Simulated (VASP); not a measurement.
# NbH (I4mm) in VASP: further runs

The runs below take NbH through single point, with LDA.

Program: VASP 6.6.1. These are calculated values, not measurements. Logs are shortened: lines on timing, memory, paths and dates and some standing lists are left out, and cuts for length are marked.

**1. The cell of the first run**

It takes space group I4mm (No. 107, tetragonal). The conventional cell has a = 3.214 Å, b = 3.214 Å, c = 3.969 Å, α = 90.00°, β = 90.00°, γ = 90.00°. Nb (site symmetry 4mm) is surrounded by 2 H at 1.91 to 2.06 Å. H (site symmetry 4mm) has 2 Nb at 1.91 to 2.06 Å as nearest neighbours.

The cell comes from a database or a generator and needn't be the stable form of this composition.

**2. Single point, LDA (all H atoms moved +0.075 Å, as atom 2 along Cartesian [0 0 1])**

INCAR reads:

```
SYSTEM = NbH
  PREC = Accurate
  ENCUT = 520
  EDIFF = 1E-6
  ISMEAR = 0
  SIGMA = 0.15
  LREAL = .FALSE.
  LASPH = .TRUE.
  NELM = 100
  ALGO = Fast
  ISIF = 2
  LWAVE = .FALSE.
  LCHARG = .FALSE.
  NBANDS = 14
```

KPOINTS reads:

```
Automatic mesh
0
G
  20 20 20
  0 0 0
```

POSCAR reads:

```
NbH
1.0
   -1.6069640000      1.6069640000      1.9843010000
    1.6069640000     -1.6069640000      1.9843010000
    1.6069640000      1.6069640000     -1.9843010000
Nb H
1 1
Direct
    0.0000000000      0.0000000000      0.0000000000
    0.5188983425      0.5188983425      0.0000000000
```

Potentials or basis: VASP PAW LDA potentials, release 64 (Nb_sv, H).

Command:

```
$ cat potpaw_LDA.64/Nb_sv/POTCAR potpaw_LDA.64/H/POTCAR > POTCAR
$ mpirun -np 1 vasp_std > vasp.out
```

OUTCAR:

```text
SYSTEM = NbH
   PREC = Accurate
   ENCUT = 520
   EDIFF = 1E-6
   ISMEAR = 0
   LREAL = .FALSE.
   LASPH = .TRUE.
   NELM = 100
   ISIF = 2

 ion  position               nearest neighbor table
   1  0.000  0.000  0.000-   2 1.91
   2  0.519  0.519  0.000-   1 1.91

  LATTYP: Found a body centered tetragonal cell.
 ALAT       =     3.2139280000
 C/A-ratio  =     1.2348135988

  Lattice vectors:

 A1 = (  -1.6069640000,   1.6069640000,   1.9843010000)
 A2 = (   1.6069640000,  -1.6069640000,   1.9843010000)
 A3 = (   1.6069640000,   1.6069640000,  -1.9843010000)

Analysis of symmetry for initial positions (statically):
=====================================================================
 Subroutine PRICEL returns:
 Original cell was already a primitive cell.

 Routine SETGRP: Setting up the symmetry group for a
 body centered tetragonal supercell.

 Subroutine GETGRP returns: Found  8 space group operations
 (whereof  8 operations were pure point group operations)
 out of a pool of 16 trial point group operations.

The static configuration has the point symmetry C_4v.

Analysis of symmetry for dynamics (positions and initial velocities):
=====================================================================
 Subroutine PRICEL returns:
 Original cell was already a primitive cell.

 Routine SETGRP: Setting up the symmetry group for a
 body centered tetragonal supercell.

 Subroutine GETGRP returns: Found  8 space group operations
 (whereof  8 operations were pure point group operations)
 out of a pool of 16 trial point group operations.

The dynamic configuration has the point symmetry C_4v.

 Subroutine INISYM returns: Found  8 space group operations
 (whereof  8 operations are pure point group operations),
 and found     1 'primitive' translations

----------------------------------------------------------------------------------------

                                     Primitive cell

  volume of cell :      20.4965

  direct lattice vectors                    reciprocal lattice vectors
    -1.606964000  1.606964000  1.984301000     0.000000000  0.311145738  0.251977901
     1.606964000 -1.606964000  1.984301000     0.311145738  0.000000000  0.251977901
     1.606964000  1.606964000 -1.984301000     0.311145738  0.311145738  0.000000000

  length of vectors
     3.016971504  3.016971504  3.016971504     0.400380485  0.400380485  0.440026523

  position of ions in fractional coordinates (direct lattice)
     0.000000000  0.000000000  0.000000000
     0.518898343  0.518898343  0.000000000
[... 89 lines left out ...]
   NUPDOWN=      -1.0000    fix difference up-down
   EMIN   =  10.00;   EMAX   =-10.00  energy-range for DOS
   EFERMI =   0.00;   METHOD = LEGACY
   ISMEAR =     0;   SIGMA  =   0.15  broadening in eV -4-tet -1-fermi 0-gaus
   EFERMI_NEDOS =   21; number of points for ismear=-14 and -15
   IALGO  =     68    algorithm
   IMIX   =      4    mixing-type and parameters
     AMIX     =   0.40;   BMIX     =  1.00
     AMIX_MAG =   1.60;   BMIX_MAG =  1.00
  volume/ion in A,a.u.               =      10.25        69.16
  Fermi-wavevector in a.u.,A,eV,Ry     =   1.441753  2.724518 28.281778  2.078652
  Thomas-Fermi vector in A             =   2.560350
   LORBIT       =      0    0 simple, 1 ext, 2 COOP (PROOUT), +10 PAW based schemes
   GGA     = CA    functional components
   LHFCALC =     F    Hartree Fock is set to
   AEXX    =    0.0000 exact exchange contribution
   IVDW    =     0    specifies the selected vdW correction
   LEPSILON=     F    determine dielectric tensor
   LRPA    =     F    only Hartree local field effects (RPA)
 non-spin polarized calculation
 RMM-DIIS sequential band-by-band and
 Gauss-broadening in eV      SIGMA  =   0.15
  energy-cutoff  :      520.00
  volume of cell :       20.50
 maximum number of plane-waves:       566
   NGX = 11   NGY = 11   NGZ = 11

 number of electron      13.9999999 magnetization

 Free energy of the ion-electron system (eV)
  ---------------------------------------------------
  ext. energy  EPLUGINS =         0.00000000
  ---------------------------------------------------
  free energy    TOTEN  =       -15.10544060 eV

  energy without entropy =      -15.09250182  energy(sigma->0) =      -15.09897121

 E-fermi :  10.8260     XC(G=0): -12.6053

 val. band max:       10.8248622678   @ k =  -0.1500  -0.1500   0.1000
 cond. band min:      10.8291304779   @ k =  -0.2000   0.3500   0.1000
 fundamental gap:      0.0042682101
 Fermi energy:        10.8259679002

 k-point     1 :       0.0000    0.0000    0.0000
  band No.  band energies     occupation
      1     -43.9905      2.00000
      2     -19.7464      2.00000
      3     -19.6952      2.00000
      4     -19.6952      2.00000
      5       1.3055      2.00000
      6      10.1239      2.00000
      7      10.1239      2.00000
      8      11.4720      0.00000
      9      11.7238      0.00000
     10      12.5938      0.00000
     11      20.8245      0.00000
     12      22.2643      0.00000
     13      23.2283      0.00000
     14      23.2283      0.00000
[... 377 lines left out ...]
      1     -43.8789      2.00000
      2     -20.4678      2.00000
      3     -19.8540      2.00000
      4     -19.7683      2.00000
      5       4.0631      2.00000
      6       8.1040      2.00000
      7       9.5844      2.00000
      8      11.1099      0.00744
      9      13.3223      0.00000
     10      13.5435      0.00000
     11      17.1260      0.00000
     12      22.9392      0.00000
     13      27.7799      0.00000
     14      28.2374      0.00000

 [... further k-points ...]

------------------------ aborting loop because EDIFF is reached ----------------------------------------

  FORCE on cell =-STRESS in cart. coord.  units (eV):
  Direction    XX          YY          ZZ          XY          YZ          ZX
  --------------------------------------------------------------------------------------
  -------------------------------------------------------------------------------------
  Total       -1.3970284     -1.3970284     -1.2909892      0.0000000     -0.0000000      0.0000000
  in kB     -109.2033512   -109.2033512   -100.9144506      0.0000000     -0.0000000      0.0000000
  external PRESSURE =    -106.4403843 kB  Pullay stress =       0.0000000 kB

 VOLUME and BASIS-vectors are now :
 -----------------------------------------------------------------------------
  energy-cutoff  :      520.00
  volume of cell :       20.50
      direct lattice vectors                 reciprocal lattice vectors
    -1.606964000  1.606964000  1.984301000     0.000000000  0.311145738  0.251977901
     1.606964000 -1.606964000  1.984301000     0.311145738  0.000000000  0.251977901
     1.606964000  1.606964000 -1.984301000     0.311145738  0.311145738  0.000000000

 POSITION                                       TOTAL-FORCE (eV/Angst)
 -----------------------------------------------------------------------------------
      0.00000      0.00000      0.00000         0.000000      0.000000      0.657573
      0.00000      0.00000      2.05930        -0.000000     -0.000000     -0.657573
 -----------------------------------------------------------------------------------
    total drift:                                0.000000      0.000000     -0.000075

  FREE ENERGIE OF THE ION-ELECTRON SYSTEM (eV)
  ---------------------------------------------------
  free  energy   TOTEN  =       -15.1054406026 eV

  energy  without entropy=      -15.0925018200  energy(sigma->0) =      -15.09897121
```

OSZICAR:

```text
N       E                     dE             d eps       ncg     rms          rms(c)
DAV:   1     0.122574293714E+03    0.12257E+03   -0.76354E+03 18076   0.103E+03
DAV:   2    -0.108025954160E+02   -0.13338E+03   -0.12645E+03 20432   0.372E+02
DAV:   3    -0.157024868040E+02   -0.48999E+01   -0.46880E+01 26168   0.653E+01
DAV:   4    -0.160282894762E+02   -0.32580E+00   -0.32449E+00 23986   0.143E+01
[... 11 lines left out ...]
RMM:  16    -0.151054533581E+02   -0.29067E-05   -0.81212E-05 28479   0.516E-02    0.735E-02
RMM:  17    -0.151054401918E+02    0.13166E-04   -0.51082E-05 28279   0.718E-02    0.295E-02
RMM:  18    -0.151054396946E+02    0.49716E-06   -0.22860E-05 27511   0.471E-02    0.143E-02
RMM:  19    -0.151054401811E+02   -0.48645E-06   -0.10360E-05 24624   0.325E-02    0.503E-04
RMM:  20    -0.151054406026E+02   -0.42148E-06   -0.39442E-06 18351   0.173E-02
   1 F= -.15105441E+02 E0= -.15098971E+02  d E =-.129388E-01
```

stdout:

```text
POSCAR found type information on POSCAR NbH
 POSCAR found :  2 types and       2 ions
 scaLAPACK will be used
 LDA part: xc-table for (Slater(with rela. corr.)+CA(PZ))
 , standard interpolation
 POSCAR, INCAR and KPOINTS ok, starting setup
 FFT: planning ... GRIDC
 FFT: planning ... GRID_SOFT
 FFT: planning ... GRID
 WAVECAR not read
 entering main loop
WARNING in EDDRMM: call to ZHEGV failed, returncode =   6  3     14
WARNING in EDDRMM: call to ZHEGV failed, returncode =   6  3      9
WARNING in EDDRMM: call to ZHEGV failed, returncode =   6  3     12
WARNING in EDDRMM: call to ZHEGV failed, returncode =   8  4     14
WARNING in EDDRMM: call to ZHEGV failed, returncode =   8  4      7
```

It took 2.9 min on 1 thread of Intel Xeon Platinum 8259CL at 2.50GHz (Skylake/Cascade Lake), shared host; peak memory 0.28 GiB.

What came out:

| Quantity | Value |
| --- | --- |
| Free energy | -15.1054 eV |
| Pressure | -10.6 GPa |
| Largest force | 0.658 eV/Å |
| Band gap on the k mesh | none (metal or under the smearing width) |

Forces on the atoms (eV/Å):
```
Nb   0.000  0.000  0.658
H    0.000  0.000 -0.658
```

Stress tensor (GPa, compression positive):
```
-10.92   0.00   0.00
  0.00 -10.92   0.00
  0.00   0.00 -10.09
```

Levels at points of the mesh, in eV from the Fermi level:
```tsv
k point	band 4	band 5	band 6	band 7	band 8	band 9	band 10	band 11
(0.00, 0.00, 0.00)	-30.52	-9.52	-0.70	-0.70	0.65	0.90	1.77	10.00
(0.50, 0.00, 0.00)	-30.59	-4.78	-4.31	-1.59	-0.11	3.15	4.21	7.41
(0.50, 0.50, 0.00)	-30.69	-8.02	-3.24	1.35	3.03	3.65	4.79	7.86
(0.50, 0.50, 0.50)	-31.00	-8.06	-3.63	3.65	3.69	4.30	4.30	7.66
```

**3. Single point, LDA (all H atoms moved -0.100 Å, as atom 2 along Cartesian [0 0 1])**

INCAR reads:

```
PREC = Accurate ; ENCUT = 520
EDIFF = 1E-7 ; ISMEAR = 0
SIGMA = 0.15 ; LREAL = F
LASPH = T ; NELM = 100
ALGO = Fast ; ISIF = 2
LWAVE = F ; LCHARG = T
LELF = T ; LVHAR = T
NBANDS = 14
```

KPOINTS reads:

```
regular mesh
0
Gamma
  20 20 20
```

POSCAR, as its differences from that of step 2:

```diff
@@ -9,2 +9,2 @@
     0.0000000000      0.0000000000      0.0000000000
-    0.5188983425      0.5188983425      0.0000000000
+    0.4748022099      0.4748022099      0.0000000000
```

Potentials or basis: VASP PAW LDA potentials, release 64 (Nb_sv, H).

Command:

```
$ cat potpaw_LDA.64/Nb_sv/POTCAR potpaw_LDA.64/H/POTCAR > POTCAR
$ mpirun -np 1 vasp_std > vasp.out
```

OUTCAR:

```text
PREC = Accurate
   ENCUT = 520
   EDIFF = 1E-7
   ISMEAR = 0
   LREAL = F
   LASPH = T
   NELM = 100
   ISIF = 2

 ion  position               nearest neighbor table
   1  0.000  0.000  0.000-   2 1.88
   2  0.475  0.475  0.000-   1 1.88

  LATTYP: Found a body centered tetragonal cell.
 ALAT       =     3.2139280000
 C/A-ratio  =     1.2348135988

  Lattice vectors:

[... 593 lines left out ...]
     14      28.2460      0.00000

 [... further k-points ...]

------------------------ aborting loop because EDIFF is reached ----------------------------------------

  FORCE on cell =-STRESS in cart. coord.  units (eV):
  Direction    XX          YY          ZZ          XY          YZ          ZX
  --------------------------------------------------------------------------------------
  -------------------------------------------------------------------------------------
  Total       -1.4087016     -1.4087016     -1.1415080      0.0000000      0.0000000      0.0000000
  in kB     -110.1158326   -110.1158326    -89.2297551      0.0000000      0.0000000      0.0000000
  external PRESSURE =    -103.1538068 kB  Pullay stress =       0.0000000 kB

 VOLUME and BASIS-vectors are now :
 -----------------------------------------------------------------------------
  energy-cutoff  :      520.00
  volume of cell :       20.50
      direct lattice vectors                 reciprocal lattice vectors
    -1.606964000  1.606964000  1.984301000     0.000000000  0.311145738  0.251977901
     1.606964000 -1.606964000  1.984301000     0.311145738  0.000000000  0.251977901
     1.606964000  1.606964000 -1.984301000     0.311145738  0.311145738  0.000000000

 POSITION                                       TOTAL-FORCE (eV/Angst)
 -----------------------------------------------------------------------------------
      0.00000      0.00000      0.00000         0.000000      0.000000     -0.886449
      0.00000      0.00000      1.88430        -0.000000     -0.000000      0.886449
 -----------------------------------------------------------------------------------
    total drift:                               -0.000000     -0.000000      0.000061

  FREE ENERGIE OF THE ION-ELECTRON SYSTEM (eV)
  ---------------------------------------------------
  free  energy   TOTEN  =       -15.0861558127 eV

  energy  without entropy=      -15.0732112322  energy(sigma->0) =      -15.07968352
```

Run time: 3.6 min. Hardware: 1 thread of Intel Xeon Platinum 8259CL at 2.50GHz (Skylake/Cascade Lake), shared host; peak memory 0.28 GiB.

Results:

```
Free energy            : -15.0862 eV
Pressure               : -10.3 GPa
Largest force          : 0.886 eV/Å
Band gap on the k mesh : none (metal or under the smearing width)
```

Forces in eV/Å, atoms in the order of the input:
```
Nb   0.000  0.000 -0.886
H    0.000  0.000  0.886
```

Stress tensor (GPa, compression positive):
```
-11.01   0.00   0.00
  0.00 -11.01   0.00
  0.00   0.00  -8.92
```

Levels at points of the mesh, in eV from the Fermi level:
| k point | band 5 | band 6 | band 7 | band 8 | band 9 | band 10 |
| --- | --- | --- | --- | --- | --- | --- |
| (0.00, 0.00, 0.00) | -9.51 | -0.70 | -0.70 | 0.65 | 0.90 | 1.75 |
| (0.50, 0.00, 0.00) | -4.81 | -4.28 | -1.59 | -0.10 | 3.15 | 4.21 |
| (0.50, 0.50, 0.00) | -8.02 | -3.24 | 1.35 | 3.03 | 3.65 | 4.79 |
| (0.50, 0.50, 0.50) | -8.06 | -3.63 | 3.66 | 3.67 | 4.31 | 4.31 |
